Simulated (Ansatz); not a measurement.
TaN:

```
Ta N
1.0
     0.00000    2.21132    2.21132
     2.21132    0.00000    2.21132
     2.21132    2.21132    0.00000
Ta N
1 1
Direct
  0.50000 0.50000 0.50000
  0.00000 0.00000 0.00000
```

The cell comes from a database or a generator and needn't be the stable form of this composition.

A run of Ansatz 0.2.0 on this cell left the log below. Logs are shortened: lines on timing, memory, paths and dates and some standing lists are left out, and cuts for length are marked.

```text
Warning: RAYON_NUM_THREADS=1 ignored (pool sized by the plan → 1); use --threads N
LAPW: plane waves up to 9.655 Å⁻¹, error target 1.0e-3 eV per atom; small_component_spin mean_spin; N in spheres of 0.937 Å, 7 of its electrons in bands, Dirac shells []; Ta in spheres of 1.274 Å, 43 of its electrons in bands, Dirac shells [] (how accurate: hamiltonian.pseudopotentials.lapw.basis_error, Limitations)
Engine: ansatz 0.2.0, aarch64-unknown-linux-gnu
Pseudopotentials: kind: all_electron
Pseudopotential: Ta, LAPW, valence charge 43, lapw/all_electron/scalar/gaussian/Ta, Koelling and Harmon's equation, gaussian nucleus
Pseudopotential: N, LAPW, valence charge 7, lapw/all_electron/scalar/gaussian/N, Koelling and Harmon's equation, gaussian nucleus
Functional definition: PBE
  parameter kappa = 0.804
  parameter beta = 0.06672455060314922
  exchange = pbe_x(kappa = kappa, mu = beta*pi^2/3)
  correlation = pbe_c(beta = beta)
Crystal: 2 atoms, lattice volume = 21.627 Å³
Basis set: ecut = 355.16141137835154 eV, 331 PW (Γ), exchange–correlation at level 2
Bands: 30, of which v1, the nominal top of the filled ones, is band 25 counted from 1 (24 counted from 0)
Symmetry: 48 space group operations
Space group: Fm-3m (ITA 225), of the structure as read, at distance tolerance 2.8e-5 Å
k-points: 47 of 1000
Non-local potential: Ta, projectors of the file, none
Non-local potential: N, projectors of the file, none
Initial density: superposition of atomic densities (chi_scale 0.1, normalization cell, long waves kept (reshape's long-wave potential 0.00 eV rms))
Initial wavefunctions: plane waves of lowest kinetic energy (no species holds an atomic orbital)
Functional: x = pbe(κ = 0.804, μ = 0.2195149727645171), c = pbe(β = 0.06672455060314922)
iter 1 solved again at ethr=8.37e-3 eV; its pass at ethr=1.00e-1 eV (dr2=4.19e0 eV) is discarded
SCF iter   1: F=—  HF=-426062.677293 eV  |F-HF|=—  |Δ(HF+E_count)|=         —  Δρ=1.25e-1  dr2=4.18e0  ethr=8.37e-3  ⟨swp⟩=2.0  Hψ=8936  notcnv=0
preconditioner: auto → none  [insulator: Δε(μ)=0.066 eV  Ē_g=22.989 eV  σ=0.020 eV  W_gap=0.92  n_scr=14 (ndim 8)  ℏωp=43.7 eV  f_vac=0.000  D(μ)=0.54/eV (n_scr^D=0)  ε∞_Penn≈4.6]
SCF iter   2: F=—  HF=-426061.879194 eV  |F-HF|=—  |Δ(HF+E_count)|=   7.98e-1  Δρ=8.05e-2  dr2=1.55e0  ethr=8.37e-3  ⟨swp⟩=3.0  Hψ=4248  notcnv=0
iter 3 solved again at ethr=1.17e-4 eV; its pass at ethr=3.10e-3 eV (dr2=5.83e-2 eV) is discarded
SCF iter   3: F=—  HF=-426060.916859 eV  |F-HF|=—  |Δ(HF+E_count)|=   9.62e-1  Δρ=1.50e-2  dr2=5.84e-2  ethr=1.17e-4  ⟨swp⟩=2.0  Hψ=7257  notcnv=0
SCF iter   4: F=—  HF=-426060.915366 eV  |F-HF|=—  |Δ(HF+E_count)|=         —  Δρ=3.38e-3  dr2=2.84e-3  ethr=1.17e-4  ⟨swp⟩=2.0  Hψ=4465  notcnv=0
the basis was enlarged: its passes take 517.8 KiB over the memory plan, 1 of 1 planned eigensolver slots
SCF iter   5: F=—  HF=-426060.906403 eV  |F-HF|=—  |Δ(HF+E_count)|=   8.96e-3  Δρ=4.01e-3  dr2=4.40e-3  ethr=5.69e-6  ⟨swp⟩=2.0  Hψ=4240  notcnv=0
SCF iter   6: F=—  HF=-426060.904366 eV  |F-HF|=—  |Δ(HF+E_count)|=   2.04e-3  Δρ=3.39e-4  dr2=2.80e-5  ethr=5.69e-6  ⟨swp⟩=2.0  Hψ=4389  notcnv=0
SCF iter   7: F=—  HF=-426060.904359 eV  |F-HF|=—  |Δ(HF+E_count)|=   7.74e-6  Δρ=2.80e-5  dr2=4.08e-8  ethr=5.60e-8  ⟨swp⟩=2.0  Hψ=4239  notcnv=0
SCF iter   8: F=-426060.904359 eV  HF=-426060.904359 eV  |F-HF|=6.40e-10  |Δ(HF+E_count)|=   3.40e-7  Δρ=1.79e-6  dr2=2.27e-10  ethr=8.17e-11  ⟨swp⟩=3.0  Hψ=4481  notcnv=0
SCF 1 converged in 8 iterations: F = -426060.904359 eV  dr2 = 2.27e-10
SCF converged after 8 iterations
Free energy (F): -426060.904359 eV
Harris-Foulkes:  -426060.904359 eV  (|F-HF|=6.40e-10)
Internal energy: -426060.903883 eV  (E = F + TS)
E sigma→0 (E₀):  -426060.904121 eV
Entropy (-TS):   -0.000476 eV (-0.238 meV/atom)
Fermi energy:    26.557173 eV
--- Per-component energies (eV) ---
  E_band       = -4728.602072
  E_kinetic    = 475421.103920
  E_xc         = -8812.384887
  E_electrostatic = -892669.622917  (all electrons and nuclei)
  E_smearing   = -0.000476  (= −TS)
  E_closure    = 0.000000  (closes the sum)
  E_atoms      = -426041.112071  (free atoms, spherical and without spin; not in F)
  Σ components = -426060.904359   (vs F -426060.904359, Δ=0.00e0)
  Basis errors (estimates in eV, not in F): energy 3.4e-4 per atom: plane waves 3.0e-4 (1.7e-4 summed), levels above the bands 0.0e0, relativity 6.7e-8, radial functions 3.9e-5, core shells 4.9e-7; eigenvalues (radial functions only) 4.0e-6; not estimated: angular momenta, meshes, grids; target (lapw.basis_error) 1.0e-3; muffin-tin radii N 0.937 Å, Ta 1.274 Å
--- Forces (eV/Å), atoms counted from 1 ---
  atom   1  Ta     0.00000000    -0.00000000    -0.00000000
  atom   2  N     -0.00000000     0.00000000    -0.00000000
  max |Σ_I F_I| component: 5.34e-31 eV/Å
--- Stress (GPa, compression-positive) ---
       -1.207315       0.000000       0.000000
        0.000000      -1.207315      -0.000000
        0.000000      -0.000000      -1.207315
  P = ⅓ Tr σ = -1.2073 GPa (-12.073 kbar)
--- Band table (eV; the first three rows and the last of 47) ---
  k-point 0: bands = ["-370.3196", "-370.3196", "-370.3196", "-352.0034", "-191.8907", "-191.8907", "-191.8634", "-191.8634", "-191.8634", "-43.0106", "-9.2654", "-9.2654", "-9.2654", "5.1976", "5.1976", "5.1976", "5.2363", "5.2664", "5.2664", "5.2664", "7.8025", "22.7452", "22.7452", "22.7452", "24.4436", "24.4436", "24.4436", "26.5685", "26.5685", "27.8690"]
  k-point 1: bands = ["-370.3196", "-370.3196", "-370.3196", "-352.0034", "-191.8907", "-191.8907", "-191.8634", "-191.8634", "-191.8634", "-43.0057", "-9.3473", "-9.2729", "-9.2729", "5.1933", "5.2009", "5.2009", "5.2389", "5.2628", "5.2628", "5.2665", "8.0366", "21.6519", "22.0157", "22.0157", "24.7949", "24.7949", "24.8604", "27.4633", "27.4633", "28.5745"]
  k-point 2: bands = ["-370.3196", "-370.3196", "-370.3196", "-352.0034", "-191.8907", "-191.8907", "-191.8634", "-191.8634", "-191.8634", "-42.9928", "-9.5559", "-9.2926", "-9.2926", "5.1832", "5.2095", "5.2095", "5.2458", "5.2539", "5.2539", "5.2670", "8.6754", "19.8404", "20.8449", "20.8449", "25.3913", "25.5923", "25.5923", "29.3083", "29.3083", "30.0332"]
  k-point 46: bands = ["-370.3196", "-370.3196", "-370.3196", "-352.0034", "-191.8907", "-191.8907", "-191.8634", "-191.8634", "-191.8634", "-42.9417", "-9.8073", "-9.6792", "-9.5539", "5.2130", "5.2251", "5.2263", "5.2314", "5.2344", "5.2350", "5.2728", "9.6226", "19.3853", "19.7647", "19.8937", "25.2185", "27.4082", "29.9697", "30.2354", "31.0643", "35.6624"]
```

**Question.** Write the input and the command behind it.

**Answer.** Single point with PBE, no spin polarisation. The files as run (others can give the same):

input.yaml
```yaml
crystal:
  lattice:
    - [0.0, 2.211323, 2.211323]
    - [2.211323, 0.0, 2.211323]
    - [2.211323, 2.211323, 0.0]
  atoms:
    - { symbol: Ta, position: [0.5, 0.5, 0.5] }
    - { symbol: "N", position: [0.0, 0.0, 0.0] }
kpoints:
  mp_grid: { grid: [10, 10, 10] }
scf:
  occupations: { method: gaussian, width: 0.02 }
hamiltonian:
  xc: pbe
  pseudopotentials: { kind: all_electron, lapw: { basis_error: 0.001 } }
output:
  forces: true
  stress: true
  eigenvalues: true
```

Potentials or basis: all-electron LAPW, scalar-relativistic.
Launch:
```bash
$ ansatz run input.yaml --threads 1 --pin off --max-ram 3072MiB --backend cpu --events-out ev --progress --plain --runs-dir out
```
